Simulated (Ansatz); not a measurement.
Set up this calculation in Ansatz 0.2.0, as the native input.

| Item | Value |
| --- | --- |
| Task | relaxation of cell and atoms |
| Functional | r2SCAN |
| Potentials or basis | Ansatz PAW |
| Cutoff | 500 eV (not typed: the program's choice for these potentials) |
| k mesh | 11 × 11 × 6 |
| Occupations | fermi-dirac, width 0.05 eV |
| Spin | no spin polarisation |
| Target pressure | 30 GPa |
| Target pressure (GPa) | 30 |

Crystal: Ru.

```xyz
2
Lattice="2.7058 0.0000 0.0000 -1.3529 2.3433 0.0000 0.0000 0.0000 4.2819" Properties=species:S:1:pos:R:3 pbc="T T T"
Ru    1.3529    0.7811    3.2114
Ru    0.0000    1.5622    1.0705
```

One way to write it, as run:

input.yaml

```yaml
crystal:
  lattice:
    - [2.7058, 0.0, 0.0]
    - [-1.3529, 2.3432915376, 0.0]
    - [0.0, 0.0, 4.2819]
  atoms:
    - { symbol: Ru, position: [0.6666666667, 0.3333333333, 0.75] }
    - { symbol: Ru, position: [0.3333333333, 0.6666666667, 0.25] }
hamiltonian:
  xc: r2scan
  pseudopotentials: { kind: paw }
kpoints:
  mp_grid: { grid: [11, 11, 6] }
scf:
  occupations: { method: fermi_dirac, width: 0.05 }
output:
  forces: true
  stress: true
  eigenvalues: true
relax:
  f_tol: 0.01
  max_steps: 40
  cell: { stress_tol: 0.05, p_target: 30.0 }
```

Potentials or basis: Ansatz PAW.

Command:

```bash
$ ansatz run input.yaml --threads 2 --pin off --max-ram 5632MiB --backend cpu --events-out ev --progress --plain --runs-dir out
```

It gave:

The relaxed volume is 12.52 Å³/atom, the relaxed cell is a = 2.632 Å, b = 2.632 Å, c = 4.174 Å, α = 90.00°, β = 90.00°, γ = 120.00° and the space group after relaxing (to 0.05 Å) is P6_3/mmc (No. 194). The energy change on relaxing (the enthalpy is what falls) is +83.9 meV/atom and the ionic steps are 8. The pressure after relaxing is 30.0 GPa. The band gap on the k mesh is none (metal or under the smearing width).

Caveat: the plane-wave basis is chosen anew once the cell has moved, so the energies of steps on either side of that aren't comparable; the PAW data sets come from PBE, with cores solved anew for the run's functional, which leaves a small shift of forces and pressure.

Wall time 18 s on 2 threads of Arm Neoverse V1, with other jobs on the host, peak memory 0.38 GiB.
